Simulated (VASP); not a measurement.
Wanted: the native input for a VASP 6.6.1 run.

```yaml
Task: density of states
Functional: PBE
Potentials_or_basis: VASP PAW PBE potentials, release 64 (Al)
Cutoff: 520 eV
k_mesh: 24 × 24 × 24
Occupations: gaussian, width 0.1 eV
Spin: no spin polarisation
k_mesh_for_the_DOS: 36 × 36 × 36
Occupations_for_the_DOS: tetrahedron
Further_INCAR_settings: ALGO = Fast; EDIFF = 1e-07; NBANDS = 8
```

The system is Al.

```
Al
1.0
     0.00000    2.01954    2.01954
     2.01954    0.00000    2.01954
     2.01954    2.01954    0.00000
Al
1
Cartesian
  0.0000 0.0000 0.0000
```

The input as run:

POSCAR

```
Al                                      
1.0
    0.0000000000      2.0195402333      2.0195402333
    2.0195402333      0.0000000000      2.0195402333
    2.0195402333      2.0195402333      0.0000000000
  Al            
     1
Direct
     0.0000000000000000    0.0000000000000000    0.0000000000000000
```

INCAR.step1

```
ALGO = Fast
EDIFF = 1E-7
ENCUT = 520
GGA = PE
ISIF = 2
ISMEAR = 0
LASPH = T
LCHARG = T
LREAL = F
LWAVE = F
NBANDS = 8
NELM = 60
PREC = Accurate
SIGMA = 0.1
```

KPOINTS.step1

```
k-points
0
Gamma
  24 24 24
```

INCAR.step2

```
ALGO = Fast
EDIFF = 1E-7
ENCUT = 520
GGA = PE
ICHARG = 11
ISIF = 2
ISMEAR = -5
LASPH = T
LCHARG = F
LORBIT = 10
LREAL = F
LWAVE = F
NBANDS = 8
NEDOS = 1001
NELM = 60
PREC = Accurate
SIGMA = 0.1
```

KPOINTS.step2

```
k-points
0
Gamma
  36 36 36
```

Potentials or basis: VASP PAW PBE potentials, release 64 (Al).

Command:

```bash
$ cat potpaw_PBE.64/Al/POTCAR > POTCAR
$ cp INCAR.step1 INCAR
$ cp KPOINTS.step1 KPOINTS
$ mpirun -np 1 vasp_std > vasp.out
$ cp INCAR.step2 INCAR
$ cp KPOINTS.step2 KPOINTS
$ mpirun -np 1 vasp_std > vasp.out
```

Results of the run:

```json
{
  "Valence electrons inside the program's atomic spheres": "Al 0.77"
}
```

Wall time 52 s on 1 thread of Intel(R) Xeon(R) Platinum 8559C (Emerald Rapids) (shared host), peak memory 0.24 GiB.
